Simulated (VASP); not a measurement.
A calculation with VASP 6.6.1 of CsI (ASE script, structure by space group and Wyckoff sites):

Contents of run.py:

```python
from ase.calculators.vasp import Vasp
from ase.dft.bandgap import bandgap
from ase.spacegroup import crystal

atoms = crystal(
    ['Cs', 'I'],
    basis=[[0.0, 0.0, 0.0], [0.5, 0.5, 0.5]],
    spacegroup=221,
    setting=1,
    cellpar=[4.5667, 4.5667, 4.5667, 90.0, 90.0, 90.0],
    primitive_cell=True,
)
calc = Vasp(
    directory='calc',
    xc='pbesol',
    pp='PBE',
    setups='materialsproject',
    prec='Accurate',
    encut=520,
    ediff=1e-06,
    ismear=0,
    sigma=0.05,
    lreal=False,
    lasph=True,
    nelm=60,
    algo='Normal',
    isif=2,
    lwave=False,
    lcharg=True,
    lelf=True,
    lvhar=True,
    kpts=[6, 6, 6],
    gamma=True,
    nbands=15,
)
atoms.calc = calc

print('energy (eV):', atoms.get_potential_energy())
print('free energy (eV):', atoms.get_potential_energy(force_consistent=True))
print('forces (eV/A):')
print(atoms.get_forces())
print('stress (eV/A^3, Voigt):', atoms.get_stress())
print('Fermi level (eV):', calc.get_fermi_level())
gap, top, bottom = bandgap(calc)
print('band gap (eV):', gap, 'from (spin, k, band)', top, 'to', bottom)
```

Potentials or basis: VASP PAW PBE potentials, release 64 (Cs_sv, I).

Command:

```sh
$ python run.py
```

Question: Write the same calculation in another form: native input, structure from a POSCAR.

Answer: As run:

Contents of INCAR:

```
SYSTEM = CsI
PREC = Accurate
ENCUT = 520
EDIFF = 1E-6
ISMEAR = 0
SIGMA = 0.05
LREAL = .False.
LASPH = .True.
NELM = 100
ALGO = Fast
ISIF = 2
LWAVE = .False.
LCHARG = .False.
GGA = PS
```

File KPOINTS:

```
regular mesh
0
Gamma
  6 6 6
  0 0 0
```

Contents of POSCAR:

```
CsI
1.0
    4.5667000000      0.0000000000      0.0000000000
    0.0000000000      4.5667000000      0.0000000000
    0.0000000000      0.0000000000      4.5667000000
Cs I
1 1
Direct
    0.0000000000      0.0000000000      0.0000000000
    0.5000000000      0.5000000000      0.5000000000
```

Potentials or basis: VASP PAW PBE potentials, release 64 (Cs_sv, I).

Run with:

```console
$ cat potpaw_PBE.64/Cs_sv/POTCAR potpaw_PBE.64/I/POTCAR > POTCAR
$ mpirun -np 1 vasp_std > vasp.out
```

Both were run:

|  | ASE script, structure by space group and Wyckoff sites | native input, structure from a POSCAR |
| --- | --- | --- |
| Pressure | -0.4 GPa | -0.4 GPa |
| Band gap on the k mesh | 3.70 eV, indirect (least direct gap 3.79 eV) | 3.70 eV, indirect (least direct gap 3.79 eV) |

Keys that steer only the numerical path or the files written may differ.

Caveat: the PAW data sets were made with another functional, which shifts forces and pressure a little; spin-orbit coupling is left out, which moves the levels of the heavy elements.
